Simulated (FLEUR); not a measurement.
Here is a FLEUR MaX-R8.1 (later development tree) calculation.

File inp.xml:

```xml
<?xml version="1.0" encoding="UTF-8" standalone="no"?>
<fleurInput fleurInputVersion="0.39">
   <comment>
      InP                                                                                                 
   </comment>
   <calculationSetup>
      <cutoffs Kmax="3.5" Gmax="17.5" GmaxXC="17.5" numbands="all"/>
      <scfLoop itmax="60" minDistance="0.00001" maxIterBroyd="15" imix="Anderson" alpha="0.05" precondParam="0.0" spinf="2.0" sdNocoIR="T"/>
      <coreElectrons ctail="T" frcor="F" kcrel="0" coretail_lmax="0"/>
      <xcFunctional name="pw91" relativisticCorrections="F"/>
      <magnetism jspins="1"/>
      <soc l_soc="T" theta="0.0" phi="0.0" spav="F"/>
      <expertModes spex="0" secvar="F"/>
      <geometryOptimization l_f="F" forcealpha="1.0" forcemix="BFGS" epsdisp="0.00001" epsforce="0.00001"/>
      <ldaU l_linMix="F" mixParam="0.05" spinf="1.0"/>
   </calculationSetup>
   <cell>
      <bzIntegration valenceElectrons="32.0" mode="hist" fermiSmearingEnergy="0.00367493">
         <kPointListSelection listName="default-1"/>
         <!-- k-points included here -->
         <xi:include xmlns:xi="http://www.w3.org/2001/XInclude" href="kpts.xml"> </xi:include>
      </bzIntegration>
      <!-- symmetry operations included here -->
      <xi:include xmlns:xi="http://www.w3.org/2001/XInclude" href="sym.xml"> </xi:include>
      <bulkLattice scale="1.0">
         <bravaisMatrix>
            <row-1>    0.0000000000000000     5.5378424081402997     5.5378424081402997</row-1>
            <row-2>    5.5378424081402997     0.0000000000000000     5.5378424081402997</row-2>
            <row-3>    5.5378424081402997     5.5378424081402997     0.0000000000000000</row-3>
         </bravaisMatrix>
      </bulkLattice>
   </cell>
   <atomSpecies>
      <species name="Indium (In)" element="In" atomicNumber="49">
         <mtSphere radius="2.42" gridPoints="801" logIncrement="0.016"/>
         <atomicCutoffs lmax="8" lnonsphr="6"/>
         <electronConfig flipSpins="F">
            <coreConfig>(1s1/2) (2s1/2) (2p1/2) (2p3/2) (3s1/2) (3p1/2) (3p3/2) (3d3/2) (3d5/2)</coreConfig>
            <valenceConfig>(4s1/2) (4p1/2) (4p3/2) (5s1/2) (4d3/2) (4d5/2) (5p1/2) (5p3/2)</valenceConfig>
            <stateOccupation state="(5p1/2)" spinUp="0.166667" spinDown="0.166667"/>
            <stateOccupation state="(5p3/2)" spinUp="0.333333" spinDown="0.333333"/>
         </electronConfig>
         <energyParameters s="5" p="5" d="4" f="4"/>
         <lo type="SCLO" l="0" n="4" eDeriv="0"/>
         <lo type="SCLO" l="1" n="4" eDeriv="0"/>
         <lo type="SCLO" l="1" n="4" eDeriv="1"/>
         <lo type="SCLO" l="2" n="4" eDeriv="2"/>
         <lo type="SCLO" l="3" n="4" eDeriv="2"/>
      </species>
      <species name="Phosphorous (P)" element="P" atomicNumber="15">
         <mtSphere radius="2.02" gridPoints="669" logIncrement="0.017"/>
         <atomicCutoffs lmax="7" lnonsphr="5"/>
         <electronConfig flipSpins="F">
            <coreConfig>(1s1/2) (2s1/2)</coreConfig>
            <valenceConfig>(2p1/2) (2p3/2) (3s1/2) (3p1/2) (3p3/2)</valenceConfig>
            <stateOccupation state="(3p1/2)" spinUp="0.500000" spinDown="0.500000"/>
            <stateOccupation state="(3p3/2)" spinUp="1.000000" spinDown="1.000000"/>
         </electronConfig>
         <energyParameters s="3" p="3" d="3" f="4"/>
         <lo type="SCLO" l="1" n="2" eDeriv="0"/>
         <lo type="SCLO" l="0" n="3" eDeriv="2"/>
         <lo type="SCLO" l="2" n="3" eDeriv="2"/>
         <lo type="SCLO" l="3" n="4" eDeriv="2"/>
      </species>
   </atomSpecies>
   <atomGroups>
      <atomGroup species="Indium (In)">
         <relPos label="                   1">.0000000000 .0000000000 .0000000000</relPos>
         <force calculate="T" relaxXYZ="TTT"/>
      </atomGroup>
      <atomGroup species="Phosphorous (P)">
         <relPos label="                   2">-1.000/4.000 -1.000/4.000 -1.000/4.000</relPos>
         <force calculate="T" relaxXYZ="TTT"/>
      </atomGroup>
   </atomGroups>
   <output dos="F" band="F" slice="F">
      <checks vchk="F" cdinf="F"/>
      <bandDOS minEnergy="-.5*Htr" maxEnergy="0.5*Htr" sigma="0.015" storeEVData="T"/>
      <vacuumDOS vacdos="F" integ="F" star="F" nstars="0" locx1="0.0" locy1="0.0" locx2="0.0" locy2="0.0" nstm="0" tworkf="0.0"/>
      <unfoldingBand unfoldBand="F" supercellX="1" supercellY="1" supercellZ="1"/>
      <plotting iplot="0" polar="F">
         <plot TwoD="T" vec1="  1.0  0.0  0.0" vec2="  0.0  1.0  0.0" vec3="  0.0  0.0  1.0" zero="  0.0  0.0  0.0" file="plot"/>
      </plotting>
      <chargeDensitySlicing numkpt="0" minEigenval="0.0" maxEigenval="0.0" nnne="0" pallst="F"/>
      <specialOutput eonly="F"/>
      <moessbauerParams electricFieldGradient="T" isomerShift="T" coreHyperfine="T" valenceHyperfine="T"/>
      <magneticCircularDichroism mcd="F" energyLo="-10.0" energyUp="0.0"/>
   </output>
  <!-- We include the file relax.xml here to enable relaxations (see documentation) -->
  <xi:include xmlns:xi="http://www.w3.org/2001/XInclude" href="relax.xml"> <xi:fallback/> </xi:include>
</fleurInput>
```

Contents of crystal.txt:

```
InP
&input cartesian=F /
0.0000000000  2.9305000000  2.9305000000
2.9305000000  0.0000000000  2.9305000000
2.9305000000  2.9305000000  0.0000000000
1.8897261246
1.0 1.0 1.0

2
49 0.0000000000  0.0000000000  0.0000000000
15 0.7500000000  0.7500000000  0.7500000000

&soc 0.0 0.0 /
&kpt div1=5 div2=5 div3=5 gamma=T /
```

inp.xml (bands)

```
<?xml version="1.0" encoding="UTF-8" standalone="no"?>
<fleurInput fleurInputVersion="0.39">
   <comment>
      InP                                                                                                 
   </comment>
   <calculationSetup>
      <cutoffs Kmax="3.5" Gmax="17.5" GmaxXC="17.5" numbands="all"/>
      <scfLoop itmax="60" minDistance="0.00001" maxIterBroyd="15" imix="Anderson" alpha="0.05" precondParam="0.0" spinf="2.0" sdNocoIR="T"/>
      <coreElectrons ctail="T" frcor="F" kcrel="0" coretail_lmax="0"/>
      <xcFunctional name="pw91" relativisticCorrections="F"/>
      <magnetism jspins="1"/>
      <soc l_soc="T" theta="0.0" phi="0.0" spav="F"/>
      <expertModes spex="0" secvar="F"/>
      <geometryOptimization l_f="F" forcealpha="1.0" forcemix="BFGS" epsdisp="0.00001" epsforce="0.00001"/>
      <ldaU l_linMix="F" mixParam="0.05" spinf="1.0"/>
   </calculationSetup>
   <cell>
      <bzIntegration valenceElectrons="32.0" mode="hist" fermiSmearingEnergy="0.00367493">
         <kPointListSelection listName="path-1"/>
         <!-- k-points included here -->
         <xi:include xmlns:xi="http://www.w3.org/2001/XInclude" href="kpts.xml"> </xi:include>
      </bzIntegration>
      <!-- symmetry operations included here -->
      <xi:include xmlns:xi="http://www.w3.org/2001/XInclude" href="sym.xml"> </xi:include>
      <bulkLattice scale="1.0">
         <bravaisMatrix>
            <row-1>    0.0000000000000000     5.5378424081402997     5.5378424081402997</row-1>
            <row-2>    5.5378424081402997     0.0000000000000000     5.5378424081402997</row-2>
            <row-3>    5.5378424081402997     5.5378424081402997     0.0000000000000000</row-3>
         </bravaisMatrix>
      </bulkLattice>
   </cell>
   <atomSpecies>
      <species name="Indium (In)" element="In" atomicNumber="49">
         <mtSphere radius="2.42" gridPoints="801" logIncrement="0.016"/>
         <atomicCutoffs lmax="8" lnonsphr="6"/>
         <electronConfig flipSpins="F">
            <coreConfig>(1s1/2) (2s1/2) (2p1/2) (2p3/2) (3s1/2) (3p1/2) (3p3/2) (3d3/2) (3d5/2)</coreConfig>
            <valenceConfig>(4s1/2) (4p1/2) (4p3/2) (5s1/2) (4d3/2) (4d5/2) (5p1/2) (5p3/2)</valenceConfig>
            <stateOccupation state="(5p1/2)" spinUp="0.166667" spinDown="0.166667"/>
            <stateOccupation state="(5p3/2)" spinUp="0.333333" spinDown="0.333333"/>
         </electronConfig>
         <energyParameters s="5" p="5" d="4" f="4"/>
         <lo type="SCLO" l="0" n="4" eDeriv="0"/>
         <lo type="SCLO" l="1" n="4" eDeriv="0"/>
         <lo type="SCLO" l="1" n="4" eDeriv="1"/>
         <lo type="SCLO" l="2" n="4" eDeriv="2"/>
         <lo type="SCLO" l="3" n="4" eDeriv="2"/>
      </species>
      <species name="Phosphorous (P)" element="P" atomicNumber="15">
         <mtSphere radius="2.02" gridPoints="669" logIncrement="0.017"/>
         <atomicCutoffs lmax="7" lnonsphr="5"/>
         <electronConfig flipSpins="F">
            <coreConfig>(1s1/2) (2s1/2)</coreConfig>
            <valenceConfig>(2p1/2) (2p3/2) (3s1/2) (3p1/2) (3p3/2)</valenceConfig>
            <stateOccupation state="(3p1/2)" spinUp="0.500000" spinDown="0.500000"/>
            <stateOccupation state="(3p3/2)" spinUp="1.000000" spinDown="1.000000"/>
         </electronConfig>
         <energyParameters s="3" p="3" d="3" f="4"/>
         <lo type="SCLO" l="1" n="2" eDeriv="0"/>
         <lo type="SCLO" l="0" n="3" eDeriv="2"/>
         <lo type="SCLO" l="2" n="3" eDeriv="2"/>
         <lo type="SCLO" l="3" n="4" eDeriv="2"/>
      </species>
   </atomSpecies>
   <atomGroups>
      <atomGroup species="Indium (In)">
         <relPos label="                   1">.0000000000 .0000000000 .0000000000</relPos>
         <force calculate="T" relaxXYZ="TTT"/>
      </atomGroup>
      <atomGroup species="Phosphorous (P)">
         <relPos label="                   2">-1.000/4.000 -1.000/4.000 -1.000/4.000</relPos>
         <force calculate="T" relaxXYZ="TTT"/>
      </atomGroup>
   </atomGroups>
   <output dos="F" band="T" slice="F">
      <checks vchk="F" cdinf="F"/>
      <bandDOS minEnergy="-.5*Htr" maxEnergy="0.5*Htr" sigma="0.015" storeEVData="T"/>
      <vacuumDOS vacdos="F" integ="F" star="F" nstars="0" locx1="0.0" locy1="0.0" locx2="0.0" locy2="0.0" nstm="0" tworkf="0.0"/>
      <unfoldingBand unfoldBand="F" supercellX="1" supercellY="1" supercellZ="1"/>
      <plotting iplot="0" polar="F">
         <plot TwoD="T" vec1="  1.0  0.0  0.0" vec2="  0.0  1.0  0.0" vec3="  0.0  0.0  1.0" zero="  0.0  0.0  0.0" file="plot"/>
      </plotting>
      <chargeDensitySlicing numkpt="0" minEigenval="0.0" maxEigenval="0.0" nnne="0" pallst="F"/>
      <specialOutput eonly="F"/>
      <moessbauerParams electricFieldGradient="T" isomerShift="T" coreHyperfine="T" valenceHyperfine="T"/>
      <magneticCircularDichroism mcd="F" energyLo="-10.0" energyUp="0.0"/>
   </output>
  <!-- We include the file relax.xml here to enable relaxations (see documentation) -->
  <xi:include xmlns:xi="http://www.w3.org/2001/XInclude" href="relax.xml"> <xi:fallback/> </xi:include>
</fleurInput>
```

Potentials or basis: all-electron, FLAPW.

Run with:

```bash
$ inpgen -f crystal.txt -profile veryFastHighL
$ # inp.xml edited to the form shown
$ fleur_MPI
$ fleur_MPI   # second run, on inp.xml (bands)
```

Q: What does it give for the band gap along the path?

A: 0.62 eV, direct.

Q: What does it give for the band gap on the k mesh?

A: 0.62 eV, direct.

Core levels (eV from the Fermi level):
| atom | levels |
| --- | --- |
| 1 In | 1s1/2 -27736.3, 2s1/2 -4148.2, 2p1/2 -3868.5, 2p3/2 -3657.5, 3s1/2 -783.7, 3p1/2 -670.7, 3p3/2 -632.6, 3d3/2 -432.8, 3d5/2 -425.0 |
| 2 P | 1s1/2 -2078.6, 2s1/2 -168.0 |

**The experiment to reproduce.**

From a printed reference work, data compilation, for a bulk crystal of InP at 1.6 K: band gap 1.4236 eV (direct).

Measured gap of InP: 1.4236 eV (direct; 1.6 K; a printed reference work, data compilation). This calculation gives 0.62 eV (-0.80 eV). The value is that of PW91, without temperature or zero-point motion. Semilocal functionals fall short of measured gaps as a rule.
